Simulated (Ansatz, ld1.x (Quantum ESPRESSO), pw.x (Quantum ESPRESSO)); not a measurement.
# What a changed setting does to a pw.x run (sc Ir)

Potential: PAW, ld1.x (Quantum ESPRESSO) 7.5, PBE; core [Xe] 4f14, reference 5d7 6s2 6p0; waves: 6s (bound): rcut 1.70, rcutus 2.35 bohr; 6s channel at 3.95 Ry: rcut 1.70, rcutus 2.35 bohr; 6p (bound, empty): rcut 2.95, rcutus 3.50 bohr; 6p channel at 1.1 Ry: rcut 2.95, rcutus 3.50 bohr; 5d (bound): rcut 1.45, rcutus 1.95 bohr; 5d channel at 1.35 Ry: rcut 1.45, rcutus 1.95 bohr; local part: all-electron potential smoothed inside 2.20 bohr (lloc = -1); core correction: Bessel-smoothed model core, default radius (core density twice the valence density); augmentation: GAUSS, radius 1.35 bohr.

The reference run (k-mesh 13³, cutoffs 60/480 Ry, Fermi–Dirac 0.01 Ry, mixing_beta 0.4, conv_thr 1e-9, no spin) gives -1.16 GPa at 16.953 Å³/atom, where all-electron LAPW gives 1.24 GPa. This run, with its own iteration cap, changes smearing to mv.

```
&control
  calculation='scf', prefix='x', pseudo_dir='./', outdir='./tmp', tstress=.true., disk_io='none'
/
&system
  ibrav=0, nat=1, ntyp=1, ecutwfc=60, ecutrho=480, nbnd=12,
  occupations='smearing', smearing='mv', degauss=0.01
/
&electrons
  conv_thr=1e-09, mixing_beta=0.4, electron_maxstep=50
/
ATOMIC_SPECIES
Ir 1.0 Ir.UPF
CELL_PARAMETERS angstrom
  2.56890979 0.00000000 0.00000000
  0.00000000 2.56890979 0.00000000
  0.00000000 0.00000000 2.56890979
ATOMIC_POSITIONS crystal
Ir 0.0000 0.0000 0.0000
K_POINTS automatic
13 13 13 0 0 0
```

```bash
pw.x < Ir.scf.in > Ir.scf.out
```

**Question.** How does the run end?

**Answer.** It converges in 10 iterations; the free energy moves by +50.8 meV/atom and the pressure by -0.66 GPa. This scheme is built to cancel the term in the square of the width that Fermi–Dirac smearing leaves in the F of a metal.

```
Message from routine setup:
     using ibrav=0 with symmetry is DISCOURAGED, use correct ibrav instead
     lattice parameter (alat)  =       4.8545  a.u.
     unit-cell volume          =     114.4045 (a.u.)^3
     number of electrons       =         9.00
     number of Kohn-Sham states=           12
     kinetic-energy cutoff     =      60.0000  Ry
     charge density cutoff     =     480.0000  Ry
     scf convergence threshold =      1.0E-09
     Exchange-correlation= SLA  PW   PBX  PBC
     number of k points=    84  Marzari-Vanderbilt smearing, width (Ry)=  0.0100
     iteration #  1     ecut=    60.00 Ry     beta= 0.40
     total energy              =    -721.48561391 Ry
     estimated scf accuracy    <       0.04577342 Ry
     iteration #  2     ecut=    60.00 Ry     beta= 0.40
     total energy              =    -721.47958833 Ry
     estimated scf accuracy    <       0.01077468 Ry
     iteration #  3     ecut=    60.00 Ry     beta= 0.40
     total energy              =    -721.48050401 Ry
     estimated scf accuracy    <       0.00015413 Ry
     [... 4 iterations left out ...]
     iteration #  8     ecut=    60.00 Ry     beta= 0.40
     total energy              =    -721.48065265 Ry
     estimated scf accuracy    <       0.00000016 Ry
     iteration #  9     ecut=    60.00 Ry     beta= 0.40
     total energy              =    -721.48065267 Ry
     estimated scf accuracy    <          1.0E-09 Ry
     iteration # 10     ecut=    60.00 Ry     beta= 0.40
     the Fermi energy is    15.4038 ev
!    total energy              =    -721.48065268 Ry
     estimated scf accuracy    <          6.7E-11 Ry
     smearing contrib. (-TS)   =       0.00033098 Ry
     The total energy is F=E-TS. E is the sum of the following terms:
     one-electron contribution =      14.86856167 Ry
     hartree contribution      =       3.04351905 Ry
     xc contribution           =     -48.71396232 Ry
     ewald contribution        =     -47.34151700 Ry
     one-center paw contrib.   =    -643.33758505 Ry
     convergence has been achieved in  10 iterations
          total   stress  (Ry/bohr**3)                   (kbar)     P=      -18.16
     Message from routine punch:
     Nothing written, as per user request (disk_io='none')
```

The run took about 18 s on one core of a shared host (Neoverse-V1, 32 threads, 247 GiB, load 23).
